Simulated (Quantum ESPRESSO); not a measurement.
# Ru: Wannier functions under several settings

```
Ru
1.0
     2.70580    0.00000    0.00000
    -1.35290    2.34329    0.00000
     0.00000    0.00000    4.28190
Ru
2
Cartesian
  1.3529 0.7811 3.2114
  0.0000 1.5622 1.0705
```

All runs used Quantum ESPRESSO 7.5; k mesh 8 × 8 × 4; given cell; occupations fermi-dirac, width 0.05 eV.

```tsv
level	potentials	spin	cutoff (eV)	start	Wannier mesh	functions	spread a function (Å²)	RMS miss of the bands (meV)
PBE	PseudoDojo 0.4.1 SR PBE standard	no spin polarisation	1143	atomic projections with disentanglement, not minimised	7 × 7 × 4	18	2.63	27
PBEsol	PseudoDojo 0.4 FR PBEsol standard	spin-orbit coupling, no magnetisation	1143	atomic projections with disentanglement, not minimised	6 × 6 × 3	?	?	?
LDA	PseudoDojo 0.4.1 SR LDA standard	no spin polarisation	1197	atomic projections with disentanglement	7 × 7 × 4	18	0.86	4
```

What stands in the row left open?

Functions 36; spread a function 2.28 Å²; RMS miss of the bands 59 meV.

Caveats: all runs use coarse meshes; the Wannier minimisation didn't converge (some runs).

For the row left open. Caveat: the k mesh is coarse (spacing up to 0.37 Å⁻¹), so the values aren't converged.
